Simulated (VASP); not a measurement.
## Li7S: relaxation of cell and atoms with PBE

Li7S:

```xyz
8
Lattice="0.0000 4.0856 4.0856 4.0856 0.0000 4.0856 4.0856 4.0856 0.0000" Properties=species:S:1:pos:R:3 pbc="T T T"
Li    4.0856    4.0856    4.0856
Li    2.0428    2.0428    0.0000
Li    2.0428    4.0856    2.0428
Li    4.0856    2.0428    2.0428
Li    2.0428    2.0428    4.0856
Li    2.0428    0.0000    2.0428
Li    0.0000    2.0428    2.0428
S     0.0000    0.0000    0.0000
```

The cell was built by a generator and needn't be a form met in nature.

The cell isn't the ideal one: species swapped into the Mg7Sc type (Fm-3m, No. 225).

```
Program                : VASP 6.6.1
Task                   : relaxation of cell and atoms
Functional             : PBE
Potentials or basis    : VASP PAW PBE potentials, release 64 (Li_sv, S)
Cutoff                 : 600 eV
k mesh                 : 8 × 8 × 8
Occupations            : gaussian, width 0.1 eV
Spin                   : no spin polarisation
Dipole correction      : no
Further INCAR settings : ALGO = Fast; EDIFF = 1e-06; IBRION = 2; EDIFFG = -0.01; NSW = 100; ISIF = 3
```

| Property | Result |
| --- | --- |
| Pressure after relaxing | 0.0 GPa |
| Band gap on the k mesh | none (metal or under the smearing width) |

Final structure:
```
Li S
1.0
     0.00000    4.08562    4.08562
     4.08562    0.00000    4.08562
     4.08562    4.08562    0.00000
Li S
7 1
Direct
  0.50000 0.50000 0.50000
  0.00000 0.00000 0.50000
  0.50000 0.00000 0.50000
  0.00000 0.50000 0.50000
  0.50000 0.50000 0.00000
  0.00000 0.50000 0.00000
  0.50000 0.00000 0.00000
  0.00000 0.00000 0.00000
```

Levels at points of the mesh, in eV from the Fermi level:
| k point | band 9 | band 10 | band 11 | band 12 | band 13 | band 14 | band 15 | band 16 | band 17 | band 18 |
| --- | --- | --- | --- | --- | --- | --- | --- | --- | --- | --- |
| (0.00, 0.00, 0.00) | -3.26 | -3.26 | -3.26 | -2.55 | -0.03 | 0.81 | 0.81 | 0.81 | 3.31 | 3.45 |
| (0.50, 0.00, 0.00) | -3.95 | -3.18 | -3.18 | -1.34 | -0.24 | 0.37 | 0.37 | 0.70 | 2.11 | 4.47 |
| (0.50, 0.50, 0.00) | -3.77 | -3.31 | -3.31 | -1.69 | -0.58 | 0.41 | 1.42 | 1.42 | 2.51 | 3.67 |

Run time: 68 s on 1 thread of Intel(R) Xeon(R) 6975P-C (Granite Rapids), on a shared host, peak memory 0.34 GiB.

Caveat: the cutoff is under 1.25 times the usual one of these potentials, so pressure, stress and relaxed cells hold a basis-set (Pulay) error; the relaxation stopped at its first step, so nothing moved.
